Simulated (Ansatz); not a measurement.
La2O3:

```
La O
1.0
     3.93078    0.00000    0.00000
    -1.96539    3.40415    0.00000
     0.00000    0.00000    6.11195
La O
2 3
Direct
  0.33333 0.66667 0.24624
  0.66667 0.33333 0.75376
  0.00000 0.00000 0.00000
  0.33333 0.66667 0.64589
  0.66667 0.33333 0.35411
```

The cell is a database's computed one.

```yaml
Program: Ansatz 0.2.0
Task: relaxation of cell and atoms
Functional: LDA
Potentials_or_basis: Ansatz PAW
Cutoff: "420 eV (not typed: the program's choice for these potentials)"
k_mesh: 8 × 8 × 5
Occupations: fermi-dirac, width 0.05 eV
Spin: no spin polarisation
Hubbard_terms: La f U = 8 eV
```

At the start: volume 16.36 Å³/atom.

Task: Where does the relaxation end?

Result: It ends after 7 steps and the volume is 16.06 Å³/atom (-1.8 %); space group P-3m1 (No. 164, to 0.05 Å).

The path:
```tsv
step	energy change (eV)	largest force (eV/Å)	volume (Å³)
1	0.0000	0.1192	81.78
2	-0.0162	0.0357	80.42
3	-0.0166	0.0196	80.34
4	-0.0167	0.0026	80.36
5	-0.0117	0.0027	80.36
6	-0.0120	0.0007	80.29
7	-0.0119	0.0007	80.29
```

Final structure:
```
CELL_PARAMETERS angstrom
3.91248 0.00000 0.00000
-1.95624 3.38831 0.00000
0.00000 0.00000 6.05650
ATOMIC_POSITIONS crystal
La 0.33333 0.66667 0.24610
La 0.66667 0.33333 0.75390
O 0.00000 0.00000 0.00000
O 0.33333 0.66667 0.64517
O 0.66667 0.33333 0.35483
```

Caveat: the magnetic or orbital state may not be the lowest; the plane-wave basis is chosen anew once the cell has moved, so the energies of steps on either side of that aren't comparable; the pressure holds a Pulay correction of +0.6 GPa for the finite cutoff; the PAW data sets come from PBE, with cores solved anew for the run's functional, which leaves a small shift of forces and pressure.
